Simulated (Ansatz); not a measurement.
**TiS2: how the settings move a single-point run**

Aim: see which settings change the result for TiS2, by how much, and at what cost.

Computed with Ansatz 0.2.0 (reference: DFT, r2SCAN, plane waves, PAW, unless a step's input says otherwise).

1 further run of the same task is left out (it didn't finish).

## Step 1: Starting point

The structure is trigonal, space group P-3m1 (No. 164). Conventional cell: a = 3.411 Å, b = 3.411 Å, c = 5.742 Å, α = 90.00°, β = 90.00°, γ = 120.00°. Ti (site symmetry -3m) has 6 S at 2.42 Å as nearest neighbours. S (site symmetry 3m) has 3 Ti at 2.42 Å as nearest neighbours.

Structure file:

```
CELL_PARAMETERS angstrom
2.94808 -1.70542 0.18487
2.94808 1.70542 0.18487
-0.35902 0.00000 5.73034
ATOMIC_POSITIONS crystal
Ti 0.00000 0.00000 0.00000
S 0.66665 0.66665 0.24478
S 0.33335 0.33335 0.75522
```

## Step 2: Reference

Contents of input.yaml:

```yaml
crystal:
  lattice:
    - [2.9480793109, -1.7054152818, 0.1848650273]
    - [2.9480793109, 1.7054152818, 0.1848650273]
    - [-0.359017277, 0.0, 5.7303380735]
  atoms:
    - { symbol: Ti, position: [0.0, 0.0, 0.0] }
    - { symbol: S, position: [0.666652716, 0.666652716, 0.2447789819] }
    - { symbol: S, position: [0.333347284, 0.333347284, 0.7552210181] }
kpoints:
  mp_grid: { grid: [6, 6, 4] }
hamiltonian:
  xc: r2scan
scf:
  occupations: { method: fermi_dirac, width: 0.02 }
  n_extra_bands: 4
output:
  forces: true
  stress: true
  eigenvalues: true
  write_density: true
  write_potential: true
  elf: true
  volumetric_format: npy
```

The run is started by

```sh
> ansatz run input.yaml --threads 4 --pin off --max-ram 3686MiB --backend cpu --events-out ev --progress --plain --runs-dir out
```

## Step 3: Variant: mp_grid.grid [8, 8, 1]

Changes to input.yaml since step 2:

```diff
@@ -10,3 +10,3 @@
 kpoints:
-  mp_grid: { grid: [6, 6, 4] }
+  mp_grid: { grid: [8, 8, 1] }
 hamiltonian:
@@ -20,5 +20 @@
   eigenvalues: true
-  write_density: true
-  write_potential: true
-  elf: true
-  volumetric_format: npy
```

## Step 4: Changed: occupations.method gaussian, occupations.width 0.05

Changes to input.yaml since step 2:

```diff
@@ -14,3 +14,3 @@
 scf:
-  occupations: { method: fermi_dirac, width: 0.02 }
+  occupations: { method: gaussian, width: 0.05 }
   n_extra_bands: 4
@@ -20,5 +20 @@
   eigenvalues: true
-  write_density: true
-  write_potential: true
-  elf: true
-  volumetric_format: npy
```

## Step 5: Changed: occupations.method gaussian, occupations.width 0.2

Changes to input.yaml since step 2:

```diff
@@ -14,3 +14,3 @@
 scf:
-  occupations: { method: fermi_dirac, width: 0.02 }
+  occupations: { method: gaussian, width: 0.2 }
   n_extra_bands: 4
@@ -20,5 +20 @@
   eigenvalues: true
-  write_density: true
-  write_potential: true
-  elf: true
-  volumetric_format: npy
```

## Step 6: Changing settings: occupations.method methfessel_paxton, occupations.width 0.05

Changes to input.yaml since step 2:

```diff
@@ -14,3 +14,3 @@
 scf:
-  occupations: { method: fermi_dirac, width: 0.02 }
+  occupations: { method: methfessel_paxton, width: 0.05 }
   n_extra_bands: 4
@@ -20,5 +20 @@
   eigenvalues: true
-  write_density: true
-  write_potential: true
-  elf: true
-  volumetric_format: npy
```

## Step 7: Changing settings: dispersion d4

Changes to input.yaml since step 2:

```diff
@@ -13,2 +13,3 @@
   xc: r2scan
+  dispersion: d4
 scf:
@@ -20,5 +21 @@
   eigenvalues: true
-  write_density: true
-  write_potential: true
-  elf: true
-  volumetric_format: npy
```

## Step 8: Changing settings: ecutwfc 350

Changes to input.yaml since step 2:

```diff
@@ -20,5 +20,3 @@
   eigenvalues: true
-  write_density: true
-  write_potential: true
-  elf: true
-  volumetric_format: npy
+basis:
+  ecutwfc: 350
```

What does the calculation give? Wanted: for each run, ending; energy change; pressure; gap; force.

The runs gave:

```csv
run,ending,energy change,pressure (GPa),gap (eV),force (eV/Å),cycles,time
reference,converged,0,1.1,0.12,0.06,10,2.9 s
"1: mp_grid.grid [8, 8, 1]",converged,-48.9 meV/atom,0.1,0.37,0.00,9,1.6 s
"2: occupations.method gaussian, occupations.width 0.05",converged,0.0 meV/atom (σ→0),1.1,0.12,0.06,10,2.5 s
"3: occupations.method gaussian, occupations.width 0.2",converged,+0.3 meV/atom (σ→0),1.0,0.14,0.03,9,2.5 s
"4: occupations.method methfessel_paxton, occupations.width 0.05",converged,0.0 meV/atom (σ→0),1.1,0.12,0.06,10,2.8 s
5: dispersion d4,converged,-112.1 meV/atom (offset of the dispersion model),0.2,0.12,0.06,10,2.6 s
6: ecutwfc 350,converged,+4.4 meV/atom,1.1,0.12,0.06,10,1.6 s
```

Times don't compare one to one where runs were asked for different outputs or read a saved state (see the inputs); cycles may leave out searches for a lower state.

Residual by cycle in the longest SCF loop of each run; runs are numbered as in the table. The quantity is the density residual dr2, in eV.

```csv
cycle,reference,run 1,run 2,run 3,run 4,run 5,run 6
1,0.509,0.525,0.51,0.502,0.51,0.509,0.512
2,4.75,5.61,4.76,4.56,4.75,4.75,4.78
3,0.0654,0.095,0.0657,0.0563,0.0656,0.0654,0.066
4,0.0342,0.017,0.0346,0.0502,0.0331,0.0342,0.0326
5,0.00874,0.00491,0.00873,0.0115,0.00789,0.00874,0.00841
6,8.3e-4,2.0e-4,8.5e-4,8.6e-4,8.4e-4,8.3e-4,7.8e-4
7,1.0e-5,2.0e-6,8.4e-6,5.5e-6,2.3e-5,1.0e-5,6.8e-6
8,4.0e-6,2.5e-6,3.3e-6,1.6e-7,7.1e-6,4.0e-6,4.7e-6
9,1.9e-7,2.1e-8,2.2e-7,8.9e-8,4.5e-7,1.9e-7,3.0e-7
10,1.6e-10,-,4.0e-10,-,4.1e-10,1.6e-10,1.6e-10
```

What this shows: Run 6 ran under the cutoff that the potentials recommend, as the log warns, so basis error is mixed into its values.
